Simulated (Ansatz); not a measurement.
# FeS2: the cost of one run

Program: Ansatz 0.2.0. PAW datasets, plane waves. Calculated at 0 K for a non-magnetic cell.

## Step 1: The structure to begin with

The cell was relaxed beforehand with r2SCAN.

It is orthorhombic, Pnnm (No. 58); conventional cell a = 4.431 Å, b = 5.401 Å, c = 3.379 Å, 13.48 Å³ an atom. Near Fe stand 6 S at 2.23–2.25 Å; near S stand 1 S at 2.22 Å and 3 Fe at 2.23–2.25 Å.

As a file:

Space group Pnnm (No. 58). a = 4.431 Å, b = 5.401 Å, c = 3.379 Å, α = 90.00°, β = 90.00°, γ = 90.00°
| atom | site | symmetry | x | y | z |
| --- | --- | --- | --- | --- | --- |
| Fe | 2a | ..2/m | 0.5000 | 0.5000 | 0.5000 |
| S | 4g | ..m | 0.2990 | 0.8778 | 0.5000 |

## Step 2: Band structure with PBE

input.yaml

```yaml
crystal:
  lattice:
    - [4.4308097358, 0.0, 0.0]
    - [0.0, 5.4005600319, 0.0]
    - [0.0, 0.0, 3.3792372752]
  atoms:
    - { symbol: Fe, position: [0.5, 0.5, 0.5] }
    - { symbol: Fe, position: [0.0, 0.0, 0.0] }
    - { symbol: S, position: [0.2990462953, 0.8778423373, 0.5] }
    - { symbol: S, position: [0.7009537047, 0.1221576627, 0.5] }
    - { symbol: S, position: [0.2009537047, 0.3778423373, 0.0] }
    - { symbol: S, position: [0.7990462953, 0.6221576627, 0.0] }
kpoints:
  mp_grid: { grid: [6, 6, 8] }
  band_path:
    path:
      - [[0.0, 0.0, 0.0], [0.5, 0.0, 0.0], [0.5, 0.5, 0.0], [0.0, 0.5, 0.0], [0.0, 0.0, 0.0], [0.0, 0.0, 0.5], [0.5, 0.0, 0.5], [0.5, 0.5, 0.5], [0.0, 0.5, 0.5], [0.0, 0.0, 0.5]]
      - [[0.5, 0.0, 0.0], [0.5, 0.0, 0.5]]
      - [[0.0, 0.5, 0.0], [0.0, 0.5, 0.5]]
      - [[0.5, 0.5, 0.0], [0.5, 0.5, 0.5]]
    npoints: 10
hamiltonian:
  xc: pbe
scf:
  occupations: { method: fermi_dirac, width: 0.02 }
  n_extra_bands: 5
output:
  forces: true
  stress: true
  eigenvalues: true
```

On the command line:

```sh
ansatz run input.yaml --threads 4 --pin off --max-ram 5529MiB --backend cpu --events-out ev --progress --plain --runs-dir out
```

Q: Estimate wall time and peak memory on 4 threads of Arm Neoverse V2, shared host.

About 4.6 s, with a peak of 0.48 GiB.
